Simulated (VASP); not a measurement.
# From an Ansatz input to VASP: ZnSe (strained zincblende)

Ansatz input

```yaml
crystal:
  lattice:
    - [0.0, 2.8324206844, 2.8607448912]
    - [2.8324206844, 0.0, 2.8607448912]
    - [2.8324206844, 2.8324206844, 0.0]
  atoms:
    - { symbol: Zn, position: [0.0, 0.0, 0.0] }
    - { symbol: Se, position: [0.25, 0.25, 0.25] }
kpoints:
  mp_grid: { grid: [8, 8, 8] }
  band_path:
    path:
      - [0.0, 0.0, 0.0]
      - [-0.5, -0.5, 0.0]
      - [-0.375, -0.375, 0.25]
      - [-0.375, 0.0, 0.375]
      - [0.0, 0.0, 0.5]
      - [-0.5, -0.25, 0.25]
    npoints: 1
hamiltonian:
  xc: r2scan
scf:
  occupations: { method: fixed }
  n_extra_bands: 4
output:
  forces: true
  stress: true
  eigenvalues: true
```

Q: Write VASP inputs for this cell and level of theory.

A: 

INCAR

```
ENCUT = 520
IBRION = -1
METAGGA = R2SCAN
LWAVE = .FALSE.
NELM = 120
ISMEAR = 0
ISIF = 2
LCHARG = .FALSE.
SIGMA = 0.01
PREC = Accurate
LREAL = .FALSE.
EDIFF = 1E-7
ALGO = Normal
LASPH = .TRUE.
NBANDS = 16
NSW = 0
```

KPOINTS

```
KPOINTS created by Atomic Simulation Environment
0
Gamma
8 8 8
0 0 0
```

KPOINTS_OPT

```
special points
6
Reciprocal
0.0000000000 0.0000000000 0.0000000000 1
-0.5000000000 -0.5000000000 0.0000000000 1
-0.3750000000 -0.3750000000 0.2500000000 1
-0.3750000000 0.0000000000 0.3750000000 1
0.0000000000 0.0000000000 0.5000000000 1
-0.5000000000 -0.2500000000 0.2500000000 1
```

POSCAR

```
Zn Se
 1.0000000000000000
     0.0000000000000000    2.8324206844000002    2.8607448912000000
     2.8324206844000002    0.0000000000000000    2.8607448912000000
     2.8324206844000002    2.8324206844000002    0.0000000000000000
 Zn  Se
   1   1
Cartesian
  0.0000000000000000  0.0000000000000000  0.0000000000000000
  1.4162103422000001  1.4162103422000001  1.4303724456000000
```

VASP ran with the recommended PBE PAW datasets (18 valence electrons in the cell). Other inputs would serve too.

```csv
,Ansatz,VASP
gap between bands v and c,1.81 eV,1.82 eV
least direct gap,1.81 eV,1.82 eV
pressure,-0.6 GPa,-0.5 GPa
```

The two codes use different PAW datasets and cutoffs. VASP's cell holds 18 valence electrons and Ansatz's 28. Ansatz's stress includes a Pulay correction; VASP's doesn't.
